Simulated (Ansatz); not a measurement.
Runs of Ansatz 0.2.0 on PbS (Galena). Symmetry: Fm-3m, No. 225, cubic system. The conventional cell has a = 5.931 Å, b = 5.931 Å, c = 5.931 Å, α = 90.00°, β = 90.00°, γ = 90.00°. Around Pb (site symmetry m-3m) lie 6 S at 2.97 Å. S (site symmetry m-3m) has 6 Pb at 2.97 Å as nearest neighbours. 

```csv
task,level,spin,cell,points for each segment of the path,gap on the mesh (eV),pressure (GPa),relaxed volume (Å³/atom)
band structure,HSEsol,off,as given,4,0.70,-0.9,-
single point,HSE06,"SOC, no magnetisation",as given,-,0.29,0.8,-
relaxation of cell and atoms,HSEsol,off,relaxed,-,(a),0.0,25.73
relaxation of cell and atoms,HSE06,off,relaxed,-,(b),0.0,26.64
```

Alike in all rows: potentials or basis Ansatz PAW; k mesh 4 × 4 × 4; cutoff (eV) 420; smearing fermi-dirac 0.05 eV; the mesh is coarse, so values aren't converged.

Task: Fill in the values left out.

Result: (a) 0.64; (b) 0.88.

Caveats: all runs use coarse meshes; the PAW data sets come from PBE, with cores solved anew for the run's functional, which leaves a small shift of forces and pressure; spin-orbit coupling is left out, which as a rule narrows the gap of such compounds by several tenths of an eV (some runs); the thresholds are loose for stress (some runs); the plane-wave basis is chosen anew once the cell has moved, so the energies of steps on either side of that aren't comparable (some runs).

A k mesh can miss the band edges, and rows without SOC leave out spin-orbit coupling on Pb.

Runs at the PBE level aren't shown here.
